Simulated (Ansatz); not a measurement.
**Find the missing element**

Cell vectors (Å):

```
0.0000 3.4249 3.4249
3.4249 0.0000 3.4249
3.4249 3.4249 0.0000
```

| atom | a | b | c |
| --- | --- | --- | --- |
| Rb | 0.0000 | 0.0000 | 0.0000 |
| X | 0.5000 | 0.5000 | 0.5000 |

The calculation used PBEsol, all-electron LAPW in Ansatz 0.2.0, scalar-relativistic. k mesh 6×6×6, strains of ±0.005, fixed occupations.

Elastic constants of a crystal by Kohn-Sham DFT: slopes of the stress over finite engineering strains of the given cell, Voigt indices, Cartesian axes as in the cell vectors.

```tsv
index	elastic (GPa)
11	32.9
12	4.1
44	4
```

Question: All X atoms are one element. Which one was computed?

Answer: Br; the crystal is RbBr (Fm-3m).
